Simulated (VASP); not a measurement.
Co, 1 atom in the cell. The cell holds a sheet with vacuum, 1 atom: a = 2.347 Å, b = 2.347 Å, c = 23.800 Å, α = 90.00°, β = 90.00°, γ = 120.00°. The cell was built by a generator and needn't be a form met in nature.

```yaml
Program: VASP 6.6.1
Task: relaxation of the atoms
Functional: PBE
Dispersion: D4
Potentials_or_basis: VASP PAW PBE potentials, release 64 (Co)
Cutoff: 520 eV
k_mesh: 13 × 13 × 1
Occupations: gaussian, width 0.05 eV
Spin: collinear spin, ferromagnetic start
Starting_moments: "[2.0] μB"
Dipole_correction: yes
Atoms_held_fixed_from_0: "[0]"
Further_INCAR_settings: ALGO = Normal; EDIFF = 1e-07; IBRION = 2; EDIFFG = -0.02; NSW = 60
```

Potentials or basis: VASP PAW PBE potentials, release 64 (Co).

Run with:

```console
$ cat potpaw_PBE.64/Co/POTCAR > POTCAR
$ mpirun -np 1 vasp_std > vasp.out
```

Hardware: 1 thread of AMD EPYC 9R45 96-Core Processor (Zen 5), on a shared host.

Problem. How long does it take, and how much memory?

Solution. Wall time 42 s on 1 thread of AMD EPYC 9R45 96-Core Processor (Zen 5) (shared host), peak memory 0.24 GiB. Counts: scf iterations 32, k points 21, ion steps 1.
